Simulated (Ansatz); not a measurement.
**Ag: equation of state with PBE**

Crystal: Ag.

```
Ag
1.0
     2.88620    0.00000    0.00000
    -1.44310    2.49952    0.00000
     0.00000    0.00000   10.00000
Ag
4
Cartesian
  0.0000 0.0000 5.0000
  0.0000 0.0000 0.0000
  1.4431 0.8332 7.5000
  0.0000 1.6663 2.5000
```

This isn't the form of Ag at room conditions, which is fcc.

```yaml
Program: Ansatz 0.2.0
Task: equation of state
Functional: PBE
Potentials_or_basis: Ansatz PAW
Cutoff: 420 eV
Density_cutoff: 1680 eV
k_mesh: 11 × 11 × 3
Occupations: fermi-dirac, width 0.05 eV
Spin: no spin polarisation
```

The equilibrium volume is 17.92 Å³/atom and the bulk modulus at fixed shape and positions is 90 GPa. The pressure derivative of the bulk modulus is 6.0.

Energy against volume, from the lowest point:
| volume (Å³/atom) | energy (meV/atom) |
| --- | --- |
| 16.953 | 16.47 |
| 17.314 | 6.04 |
| 17.675 | 0.77 |
| 18.035 | 0.00 |
| 18.396 | 3.13 |
| 18.757 | 9.66 |
| 19.117 | 19.13 |

All runs of the series together: 13 s on 2 threads of AMD EPYC 7B13 (Zen 3), on a shared host.

Caveat: the cell was scaled at fixed shape and fractional positions, which overstates the stiffness of a crystal with free parameters, most of all of layers and chains.
